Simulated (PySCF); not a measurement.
# Where the electron goes

Species: C3H4N2.
Z-matrix (Å and degrees, PBE0-D3(BJ)/def2-SVP geometry), rows numbered from 1:
```
C 
C   1  1.3749
N   2  1.3709  1  104.96
C   3  1.3602  2  107.33  1     0.02
N   4  1.3091  3  111.62  2    -0.00
H   1  1.0894  2  127.68  3   180.00
H   2  1.0869  1  132.53  3  -179.77
H   3  1.0111  2  126.20  1  -179.85
H   4  1.0903  3  122.32  2   179.97
```

Method used: PySCF, TDDFT wB97X-D/def2-SVPD, vertical, gas phase, core orbitals frozen in the response.

Kohn–Sham orbitals with the atoms that hold most of them (Löwdin shares over 4%, at most four atoms; ? is withheld):

| orbital | ε (eV) | atoms |
| --- | --- | --- |
| LUMO+2 | 3.14 | C2 22%, H7 21%, C4 15%, H9 14% |
| LUMO+1 | 2.40 | C4 24%, N3 21%, C2 19%, N5 13% |
| LUMO | 2.28 | ? |
| HOMO | ? | C2 30%, C1 24%, C4 21%, N3 10% |
| HOMO-1 | -9.72 | ? |
| HOMO-2 | -10.16 | N5 36%, N3 31%, C1 14%, C4 9% |
| HOMO-3 | -13.45 | C1 33%, H6 20%, C4 16%, N5 15% |

(1) Which atoms hold the LUMO, and with what shares?

(2) Give the leading atoms of the HOMO-1.

(3) What is the HOMO energy, and the HOMO–LUMO gap?

Answers

(1) H8 (bonded to N) 30%; C2 (bonded to C, N and H) 20%; C4 (bonded to 2 N and H) 18%; N3 (bonded to 2 C and H) 10%. By element: carbon 38% or more, hydrogen 30% or more, nitrogen 10% or more.

(2) N5 (bonded to 2 C) 68%; C1 (bonded to C, N and H) 11%; C4 (bonded to 2 N and H) 9%; C2 (bonded to C, N and H) 4%. By element: nitrogen 68% or more, carbon 24%.

(3) ε(HOMO) = -8.56 eV; the gap is 10.84 eV (0.3982 hartree).

**Question.** The HOMO–LUMO gap is 10.84 eV. Where does the response calculation put the lowest singlet, and from which orbitals?

**Answer.** S1 is at 6.57 eV (f = 0.0022), 4.26 eV below the gap, made of HOMO→LUMO (97%). 

**Question.** One configuration dominates each of S1, S2, S3 and S8. Which, and how do the shares of the two leading atoms of either orbital change from the occupied to the empty one?

**Answer.** 
- S1 (6.57 eV, f 0.0022), HOMO→LUMO (97%): C2 30% → 20%, C1 24% → at most 10%, H8 at most 10% → 30%
- S2 (6.69 eV, f 0.165), HOMO→LUMO+1 (92%): C2 30% → 19%, C1 24% → at most 13%, C4 21% → 24%, N3 10% → 21%
- S3 (6.74 eV, f 0.0031), HOMO-1→LUMO+1 (94%): N5 68% → 13%, C1 11% → at most 13%, C4 9% → 24%, N3 at most 5% → 21%
- S8 (8.08 eV, f 0.0013), HOMO-2→LUMO (93%): N5 36% → at most 10%, N3 31% → 10%, H8 at most 10% → 30%, C2 at most 10% → 20%

Löwdin shares depend on the basis, the more so with diffuse functions.

On one thread of an Arm Neoverse V1, no GPU, shared host with 32 logical CPUs at a one-minute load of 10, this took 28 s wall and 0.56 GiB of memory at its peak.
